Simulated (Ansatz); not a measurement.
# H-capped C nanocrystal (octahedron) (26 atoms) in motion

How do the atoms of H-capped C nanocrystal (octahedron) (26 atoms) move, and what local order do they keep?

Program: Ansatz 0.2.0. Level of theory: Kohn-Sham DFT, PBE+D3(BJ), PAW (set soft_2), plane waves. Results are calculated unless marked as measured.

### 1. The starting structure

The cell holds 26 atoms: 10 C and 16 H. Its edges and angles: a = 13.826 Å, b = 13.826 Å, c = 13.826 Å, α = 90.0°, β = 90.0°, γ = 90.0°. It derives from C (diamond-structure). Octahedron of size parameter 4.7 Å cut from diamond-structure C (a = 3.567 Å), atoms with fewer than two neighbours dropped, broken bonds capped with H, 9 Å of vacuum; minimised with a classical potential. Regions: crystal, 10 atoms (10 C); hydrogen, 16 atoms (16 H). Vacuum lies along a, b and c.

### 2. Dynamics started at 600 K

A Nosé–Hoover thermostat steers the temperature while disturbing the dynamics little. The time step is 0.5 fs, short enough for the stretching of bonds to hydrogen.

input.yaml reads:

```yaml
crystal:
  lattice:
    - [13.82562, 0.0, 0.0]
    - [0.0, 13.82562, 0.0]
    - [0.0, 0.0, 13.82562]
  atoms:
    - { symbol: C, position: [0.43557, 0.43557, 0.43557] }
    - { symbol: C, position: [0.3708, 0.5, 0.5] }
    - { symbol: C, position: [0.43557, 0.56443, 0.56443] }
    - { symbol: C, position: [0.5, 0.3708, 0.5] }
    [... 16 atom lines left out ...]
    - { symbol: H, position: [0.45517, 0.45517, 0.67605] }
    - { symbol: H, position: [0.54483, 0.54483, 0.67605] }
    - { symbol: H, position: [0.45517, 0.67605, 0.45517] }
    - { symbol: H, position: [0.54483, 0.67605, 0.54483] }
    - { symbol: H, position: [0.67605, 0.54483, 0.54483] }
    - { symbol: H, position: [0.67605, 0.45517, 0.45517] }
kpoints:
  mp_grid: { grid: [1, 1, 1] }
hamiltonian:
  xc: pbe
  dispersion: d3bj
scf:
  occupations: { method: gaussian, width: 0.05 }
output:
  forces: true
md:
  timestep: 0.5
  n_steps: 200
  ensemble: nvt_nose_hoover
  temperature: 600
  initial_velocities: maxwell_boltzmann
  seed: 1055
```

Run with:

```bash
> ansatz run input.yaml --threads 4 --pin off --max-ram 8192MiB --backend cpu --events-out ev --progress --plain --runs-dir out
```

Wall time 6.7 min (4 threads of Arm Neoverse V1, shared host); peak memory 1.3 GiB; 26 min of CPU time.

The program notes that it switched symmetry off.

Rows from the run:

```
time (fs)  T (K)  potential (meV/atom)  conserved (meV/atom)
      0.0    600                   0.0                  0.00
      6.5    200                  50.1                  0.27
     13.5    344                  32.5                  0.33
     20.0    192                  51.8                  0.38
     26.5    337                  34.1                  0.22
     33.5    310                  38.1                  0.16
     40.0    367                  32.1                  0.21
     46.5    315                  39.7                  0.24
     53.5    369                  34.6                  0.30
     60.0    314                  43.0                  0.31
     66.5    347                  40.3                  0.28
     73.5    338                  43.0                  0.24
     80.0    438                  32.2                  0.16
     86.5    311                  49.7                  0.29
     93.5    308                  51.8                  0.38
    100.0    400                  41.8                  0.37
```

Mean square displacement from the first frame to the last: C 0.060 Å², H 0.17 Å².

Positions (Å) and forces (eV/Å) at 100.0 fs:

```xyz
26
Lattice="13.826 0.000 0.000 0.000 13.826 0.000 0.000 0.000 13.826" Properties=species:S:1:pos:R:3:forces:R:3 pbc="T T T"
C     6.087    6.184    5.856   -2.395    0.897   -1.711
C     5.116    6.963    6.801    2.909    1.186    0.201
C     6.008    7.704    7.895   -0.166   -0.393   -2.389
C     6.873    5.157    6.604   -0.083   -0.051    0.970
C     7.682    5.893    7.731   -1.549    1.508   -1.067
C     6.994    7.203    5.150    0.419    0.414   -0.713
C     7.971    7.885    6.204   -2.107   -0.748    0.313
C     6.691    6.662    8.708    1.368   -1.148   -1.288
C     7.014    8.655    7.167   -0.416    0.140   -0.068
C     8.720    6.826    7.041   -1.515    0.462    1.058
H     5.404    5.753    5.014    1.022    0.130    1.190
H     4.423    6.339    7.291   -1.214   -0.880    0.496
H     4.680    7.762    6.224   -0.817    0.207   -0.379
H     5.433    8.435    8.390   -1.289    0.478    1.353
H     7.553    4.620    5.927    0.058   -0.120    0.083
H     6.156    4.430    7.058    0.481    0.153   -0.143
H     8.133    5.162    8.310    1.394   -1.549    1.192
H     6.401    7.982    4.522    0.645   -0.862    1.264
H     7.532    6.649    4.348    0.280    0.189    0.416
H     8.571    8.590    5.677    1.017    0.573   -0.382
H     6.061    5.871    9.100   -0.758   -0.067    0.244
H     7.279    7.010    9.536    0.441    0.625    0.673
H     6.362    9.408    6.562    1.193   -0.803    0.996
H     7.545    9.134    8.035   -0.026    0.204   -0.954
H     9.413    7.255    7.768   -0.119    0.483    0.336
H     9.325    6.162    6.514    1.226   -1.028   -1.690
```

The mean square displacement by time lag:

```
time lag (fs)   C (Å²)   H (Å²)
          0.5   2.3e-5   2.0e-4
          2.5   5.4e-4  0.00473
          4.5  0.00158   0.0131
          6.5  0.00287   0.0221
          8.5  0.00425   0.0301
         10.5  0.00566   0.0376
         12.5  0.00708   0.0452
         14.5  0.00836   0.0521
         17.0  0.00957   0.0565
         19.0   0.0102   0.0555
         21.0   0.0106   0.0526
         23.0   0.0112   0.0512
         25.0   0.0119   0.0530
         27.0   0.0129   0.0572
         29.0   0.0139   0.0619
         31.0   0.0149   0.0666
         33.5   0.0162   0.0741
         35.5   0.0174   0.0827
         37.5   0.0186   0.0920
         39.5   0.0196   0.0997
         41.5   0.0204    0.104
         43.5   0.0211    0.107
         45.5   0.0219    0.110
         47.5   0.0230    0.115
         50.0   0.0247    0.123
```

The drift taken off is the plain mean over atoms, not the centre of mass, so with hydrogen in the cell the heavy atoms' values at short lags are too large.

Over the second half of 100 fs the temperature averages 355 K with swings of 40 K r.m.s. The conserved energy stays within 0.40 meV/atom. From first frame to last H has the largest mean square displacement, 0.17 Å² at the end; the farthest move is 0.61 Å. The mean temperature of 355 K lies well off the 600 K of the input, so the thermostat hasn't yet brought the run to equilibrium. The run spans 0.10 ps, too short for its means to be equilibrium values.

### 3. Structure statistics late in the run

The g(r) is a mean over the second half; what follows it is taken at the last frame.

Mean of 14 frames; normalised to the volume that the atoms fill. g(r), total and by pair (bins of 0.1 Å):

```
r (Å)  total   H-H    H-C    C-C
 0.95   0.00  0.00   0.00   0.00
 1.05   4.69  0.00   9.90   0.00
 1.15   5.82  0.00  12.30   0.00
 1.25   0.00  0.00   0.00   0.00
 1.35   0.00  0.00   0.00   0.00
 1.45   0.32  0.00   0.00   2.14
 1.55   3.64  0.00   0.00  24.60
 1.65   0.21  0.33   0.00   0.57
 1.75   0.92  2.42   0.00   0.00
 1.85   0.41  1.07   0.00   0.00
 1.95   0.11  0.20   0.06   0.00
 2.05   0.59  0.00   1.25   0.00
 2.15   3.19  0.10   6.67   0.00
 2.25   2.45  0.80   4.54   0.00
 2.35   0.74  1.48   0.36   0.07
 2.45   2.08  3.23   0.10   5.45
 2.55   2.80  3.44   0.37   8.90
 2.65   1.43  1.99   1.12   1.01
 2.75   1.08  0.58   1.82   0.00
 2.85   0.94  0.38   1.27   1.33
 2.95   0.99  0.07   0.59   4.63
 3.05   0.30  0.00   0.17   1.47
 3.15   0.06  0.00   0.12   0.04
 3.25   0.21  0.00   0.45   0.00
 3.35   0.60  0.01   1.25   0.00
 3.45   1.37  0.10   2.82   0.00
 3.55   1.16  0.23   1.89   1.20
 3.65   0.45  0.85   0.24   0.09
 3.75   0.42  0.98   0.10   0.00
 3.85   0.59  0.97   0.47   0.00
 3.95   0.82  0.57   1.28   0.00
 4.05   0.52  0.45   0.74   0.00
 4.15   0.28  0.56   0.14   0.00
 4.25   0.52  0.89   0.40   0.00
 4.35   0.57  0.93   0.45   0.00
 4.45   0.26  0.52   0.14   0.00
 4.55   0.02  0.05   0.00   0.00
 4.65   0.00  0.01   0.00   0.00
 4.75   0.03  0.07   0.00   0.00
 4.85   0.10  0.27   0.00   0.00
 4.95   0.21  0.54   0.00   0.00
 5.05   0.28  0.75   0.00   0.00
 5.15   0.12  0.32   0.00   0.00
 5.25   0.03  0.07   0.00   0.00
```

Bonds by pair of elements; cutoffs follow the first minimum of g(r), held within bounds set by covalent radii, and pairs that aren't listed don't count as bonded:

```
pair A-B  cutoff (Å)  bonds  mean length (Å)  spread (Å)  shortest (Å)  B about A  A about B
     H-C        1.34     16             1.09       0.042          1.04          1        1.6
     C-C        1.85     12             1.55       0.033          1.49        2.4        2.4
```

How many atoms have how many bonded neighbours:

```
element  mean   1   4
      C     4   0  10
      H     1  16   0
```

Bond angles (no mean is given where the spread exceeds 20°):

```
angle  count  mean (°)  spread (°)
C-C-H     36       110         4.7
C-C-C     18       109         2.4
H-C-H      6       108         5.1
```

First main peaks of g(r), for some of the pairs, lie near 1.78 Å (H-H), 1.11 Å (H-C) and 1.54 Å (C-C). Counting bonds as in the table, all C atoms have 4 and all H atoms have 1 bonded neighbour. The C-C-H angle averages 110° with a spread of 5°.

### 4. Single point at the last frame

The last frame is solved once more, with the analyses that the dynamics left out.

input.yaml reads:

```yaml
crystal:
  lattice:
    - [13.82562, 0.0, 0.0]
    - [0.0, 13.82562, 0.0]
    - [0.0, 0.0, 13.82562]
  atoms:
    - { symbol: C, position: [0.44026, 0.44727, 0.42356] }
    - { symbol: C, position: [0.37004, 0.50364, 0.49192] }
    - { symbol: C, position: [0.43458, 0.55722, 0.57103] }
    - { symbol: C, position: [0.49714, 0.373, 0.47767] }
    [... 16 atom lines left out ...]
    - { symbol: H, position: [0.43842, 0.42464, 0.65817] }
    - { symbol: H, position: [0.5265, 0.50703, 0.6897] }
    - { symbol: H, position: [0.46019, 0.68045, 0.47462] }
    - { symbol: H, position: [0.54569, 0.66067, 0.58116] }
    - { symbol: H, position: [0.68082, 0.52474, 0.56186] }
    - { symbol: H, position: [0.67446, 0.44566, 0.47114] }
kpoints:
  mp_grid: { grid: [1, 1, 1] }
hamiltonian:
  xc: pbe
  dispersion: d3bj
scf:
  occupations: { method: gaussian, width: 0.05 }
output:
  forces: true
  populations: true
  dos:
    method: { smearing: { sigma: 0.1 } }
    de: 0.1
    projected:
      site_lists:
        C: [C]
        H: [H]
        crystal: [0, 1, 2, 3, 4, 5, 6, 7, 8, 9]
        hydrogen: [10, 11, 12, 13, 14, 15, 16, 17, 18, 19, 20, 21, 22, 23, 24, 25]
  eigenvalues: true
  write_density: true
  write_potential: true
  volumetric_format: npy
```

Wall time 5.5 s (4 threads); peak memory 1.3 GiB.

The program notes that the exchange-correlation potential is rough where the density is thin.

Numbers from this run:

```
free energy                                      : -2766.8495 eV
free energy per atom                             : -106.4173 eV/atom
SCF cycles                                       : 8
r.m.s. force component                           : 1.002 eV/Å
longest force                                    : 3.147 eV/Å
Fermi energy                                     : -3.057 eV
gap (highest filled to lowest empty level) : 5.362 eV
spilling of the projection                       : 0.01223
```

Length of the force by element:

```
element  coordination  atoms  mean length of the force (eV/Å)  spread  least  most
      C           all     10                             1.98   0.870  0.445  3.15
      H           all     16                             1.25   0.646  0.156  2.40
```

Löwdin charges by element (they lack the spilled electrons, 0.026 e an atom on average):

```
element  coordination  atoms  mean charge (e)  spread   least     most
      C           all     10           -0.219  0.0925  -0.319  -0.0796
      H           all     16            0.180  0.0178   0.148    0.205
```

By region:

```
  region  atoms  mean length of the force (eV/Å)
 crystal     10                             1.98
hydrogen     16                             1.25
```

Density of states as counts of states in windows of 1 eV (from the Fermi level), total and the larger projections:

```
from (eV)  to (eV)  total  crystal  C p  H s  hydrogen
      -10       -9    2.0      1.4  1.3  0.5       0.5
       -9       -8    0.0      0.0  0.0  0.0       0.0
       -8       -7    8.0      5.4  4.7  2.4       2.4
       -7       -6    6.4      5.1  5.0  1.2       1.2
       -6       -5    5.7      4.1  4.0  1.5       1.5
       -5       -4    7.6      5.9  5.9  1.7       1.7
       -4       -3    4.4      3.3  3.2  1.1       1.1
       -3       -2    4.0      2.8  2.8  1.2       1.2
       -2        2    0.0      0.0  0.0  0.0       0.0
        2        3    2.0      0.3  0.0  0.5       0.5
        3        4   15.2      1.3  0.7  1.9       1.9
        4        5   22.5      1.1  0.6  1.4       1.4
```

Between -18 and -10 eV lie 18 more states.

The levels nearest the highest filled one (over half full), pooled over k-points and spins:

```
level less the highest filled one (eV)  occupation
                                 -1.52           2
                                 -1.37           2
                                 -1.16           2
                                -0.733           2
                                -0.132           2
                                     0           2
                                  5.36           0
                                  6.14           0
                                  6.16           0
                                  6.22           0
                                  6.41           0
                                  6.44           0
```

Mean Löwdin charges: C -0.22, H +0.18 e (they miss 1.2 % of the electrons, so they add up to more than the cell's charge). Charges this small depend on the projection, at times even in sign.

1 further run on a deliberately doubtful input is not shown.

### 5. Results

```json
{
  "mean temperature, second half": "354.8 K",
  "temperature swing, second half": "39.66 K",
  "slope of the conserved energy against time, by least squares": "0.7135 meV/atom/ps",
  "free energy per atom": "-106.4173 eV/atom",
  "r.m.s. force component": "1.002 eV/Å",
  "gap (highest filled to lowest empty level)": "5.362 eV",
  "wall time of the 3 DFT runs, those left out included": "8.4 min"
}
```

In words: Over the second half of 100 fs the temperature averages 355 K with swings of 40 K r.m.s. The conserved energy stays within 0.40 meV/atom. The mean temperature of 355 K lies well off the 600 K of the input, so the thermostat hasn't yet brought the run to equilibrium. The run spans 0.10 ps, too short for its means to be equilibrium values. Counting bonds as in the table, all C atoms have 4 and all H atoms have 1 bonded neighbour. The highest filled and lowest empty levels differ by 5.36 eV (at Γ alone); a semilocal functional tends to put such gaps too low.

**Limits.** The name gives the shape as built, which the classical minimisation can have changed.

[Logs are printed without paths, hosts, clocks, repeated set-up lines and the standing remarks that a program may print on its own settings, such as how far it seeks lower states.]

[Hosts, paths, dates, database ids (printed as entryN), source tags and the programs' standing remarks are cut or masked in the printed files.]
